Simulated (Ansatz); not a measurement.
The system is AlO.

```
Al O
1.0
     2.76919    0.00000    0.00000
     0.00000    2.76919    0.00000
     0.00000    0.00000    2.76919
Al O
1 1
Direct
  0.50000 0.50000 0.50000
  0.00000 0.00000 0.00000
```

The cell was built by a generator and needn't be a form met in nature.

| Quantity | Value |
| --- | --- |
| Program | Ansatz 0.2.0 |
| Task | relaxation of cell and atoms |
| Functional | HF |
| Potentials or basis | Ansatz PAW |
| Cutoff | 420 eV (not typed: the program's choice for these potentials) |
| k mesh | 5 × 5 × 5 |
| Occupations | fermi-dirac, width 0.05 eV |
| Spin | no spin polarisation |

At the start: volume 10.62 Å³/atom.

Question: Where does the relaxation end?

Answer: It ends after 4 steps and the volume is 10.28 Å³/atom (-3.2 %); space group Pm-3m (No. 221, to 0.05 Å).

The path:
| step | energy change (eV) | largest force (eV/Å) | volume (Å³) |
| --- | --- | --- | --- |
| 1 | 0.0000 | 0.0000 | 21.24 |
| 2 | -0.0107 | 0.0000 | 20.69 |
| 3 | -0.0111 | 0.0000 | 20.56 |
| 4 | -0.0107 | 0.0000 | 20.56 |

Final structure:
```cif
data_structure
_symmetry_space_group_name_H-M 'P 1'
_symmetry_Int_Tables_number 1
_cell_length_a 2.7394
_cell_length_b 2.7394
_cell_length_c 2.7394
_cell_angle_alpha 90.000
_cell_angle_beta 90.000
_cell_angle_gamma 90.000
_cell_volume 20.56
loop_
_atom_site_label
_atom_site_type_symbol
_atom_site_fract_x
_atom_site_fract_y
_atom_site_fract_z
_atom_site_occupancy
Al1 Al 0.50000 0.50000 0.50000 1
O1 O 0.00000 0.00000 0.00000 1
```

Caveat: the k mesh is coarse (spacing up to 0.45 Å⁻¹), so the values aren't converged, least of all with exact exchange; the plane-wave basis is chosen anew once the cell has moved, so the energies of steps on either side of that aren't comparable; an odd number of electrons without spin polarisation forces a metal; a magnetic or distorted state may lie lower; the PAW data sets come from PBE, with cores solved anew for the run's functional, which leaves a small shift of forces and pressure.
